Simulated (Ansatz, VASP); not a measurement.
## TaN: VASP beside Ansatz

```
Ta N
1.0
     0.00000    2.20951    2.20951
     2.20951    0.00000    2.20951
     2.20951    2.20951    0.00000
Ta N
1 1
Cartesian
  2.2095 2.2095 2.2095
  0.0000 0.0000 0.0000
```

Alike in both runs: task single point; functional PBEsol; k mesh 16 × 16 × 16; occupations gaussian, width 0.1 eV; no spin polarisation.

|  | VASP | Ansatz |
| --- | --- | --- |
| version | VASP 6.6.1 | Ansatz 0.2.0 |
| potentials or method | VASP PAW PBE potentials, release 64 (Ta_pv, N) | scalar-relativistic, plane waves, PAW |
| plane-wave cutoff (eV) | 520 | 420 |
| valence electrons in the cell | 16 | 18 |

VASP gave:

- gap on the k mesh at the Fermi level (eV): none
- pressure (GPa): -9.0

Question: What did Ansatz give for the same quantities?

Answer: gap on the k mesh at the Fermi level (eV): none; pressure (GPa): -9.8.

A gap of «none» marks a metal or a gap that the smearing closes. With one functional, cell and mesh, what is left measures potentials, basis and numerics. The two sets of potentials don't hold the same shells in valence.

Caveats: the PAW data sets were made with another functional, which shifts forces and pressure a little (VASP). The runs have no spin-orbit coupling, so splittings on Ta are missing.
